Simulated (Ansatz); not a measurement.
**Smearing, entropy and the zero-width energy in Hf2Si**

Theory: DFT PBEsol, scalar-relativistic, plane waves, PAW (Ansatz).

```
CELL_PARAMETERS angstrom
-3.27535 3.27535 2.58282
3.27535 -3.27535 2.58282
3.27535 3.27535 -2.58282
ATOMIC_POSITIONS crystal
Hf 0.84351 0.65649 0.50000
Hf 0.34351 0.84351 0.18703
Hf 0.15649 0.34351 0.50000
Hf 0.65649 0.15649 0.81297
Si 0.75000 0.75000 0.00000
Si 0.25000 0.25000 0.00000
```

The plane-wave cutoff is 420 eV, the Γ-centred k-mesh is 10×10×10 and the spin treatment is unpolarised.

The same metal under several smearings of width σ, on one mesh. F is the free energy, TS the smearing's entropy term for the cell of 6 atoms, and E = F + TS. Gaussian occupations are ½ erfc[(ε − μ)/σ], and N counts both spins. Spin–orbit coupling is left out, which shifts the bands of heavy elements.

| rule | σ (eV) | F − F(narrowest) (meV/atom) | TS (meV/cell) |
| --- | --- | --- | --- |
| Fermi–Dirac | 0.01 | 0.000 | 0.981 |
| Fermi–Dirac | 0.1 | -6.645 | 83.994 |
| Fermi–Dirac | 0.2 | -30.254 | 411.026 |
| Fermi–Dirac | 0.3 | -76.462 | 1053.467 |
| Fermi–Dirac | 0.5 | -244.191 | 3271.502 |
| Gaussian | 0.1 | -0.956 | 11.651 |
| Gaussian | 0.3 | -9.046 | 113.340 |

Task: For a density of states N (both spins) that is flat over the smeared range, TS = Nσ²/2 (Gaussian) and (π²/3)Nσ² (Fermi–Dirac). What N does each run give?

Result:
```csv
rule,σ (eV),N (states/eV a cell)
Fermi–Dirac,0.01,2.98
Fermi–Dirac,0.1,2.55
Fermi–Dirac,0.2,3.12
Fermi–Dirac,0.3,3.56
Fermi–Dirac,0.5,3.98
Gaussian,0.1,2.33
Gaussian,0.3,2.52
```

Equal entropy needs σ_Gauss = π√(2/3) σ_FD = 2.57 σ_FD, so a Fermi–Dirac width acts like a Gaussian one 2.57 times as large. At moderate widths N lies between 2.33 and 2.55, nearly constant, so the density of states is smooth near the Fermi level and the mesh resolves it. At the narrowest widths only the few mesh levels within σ of μ count, so N can scatter there.

Task: To second order F = E0 − TS/2 and E = E0 + TS/2. How well does E0 = (E + F)/2 undo the smearing?

Result:
```csv
rule,σ (eV),F − E0(narrowest) (meV/atom),(E + F)/2 − E0(narrowest) (meV/atom)
Fermi–Dirac,0.01,-0.08,0.00
Fermi–Dirac,0.1,-6.73,0.27
Fermi–Dirac,0.2,-30.34,3.92
Fermi–Dirac,0.3,-76.54,11.25
Fermi–Dirac,0.5,-244.27,28.35
Gaussian,0.1,-1.04,-0.07
Gaussian,0.3,-9.13,0.32
```

At Gaussian 0.3 eV the free energy is off by -9.13 meV/atom and the mean by 0.32. What remains is of order σ⁴ plus the mesh error of the narrowest run, which is no exact reference. Forces and stress are derivatives of F, not of E0, so they keep the σ² error.

Cost: 7 runs of about 6.6 core-minutes in all, on Intel Xeon Processor @ 2.70GHz (shared hosts).

The apparent density of states grows with Fermi–Dirac width from 2.55 at 0.1 eV to 3.98 at 0.5 eV; only the narrowest run, at 2.98, breaks the order, probably through sparse sampling of levels. This suggests that the Fermi level lies in a shallow dip, with more states entering the entropy as the window widens. In a hafnium-rich silicide, such a dip would plausibly separate more bonding from more antibonding Hf 5d states, the former mixed with Si 3p.

The same upward curvature explains why the averaged energy errs on the positive side at large widths: the entropy term grows faster than quadratically, so adding half of it to F overcorrects. From 0.2 to 0.5 eV the Fermi–Dirac residual rises from 3.92 to 28.35 meV/atom, more slowly than a quartic law would give, so higher orders matter and the extrapolation is no longer controlled there. Because the entropy weights states above and below the Fermi level alike, these data can't tell on which side the density rises more steeply.
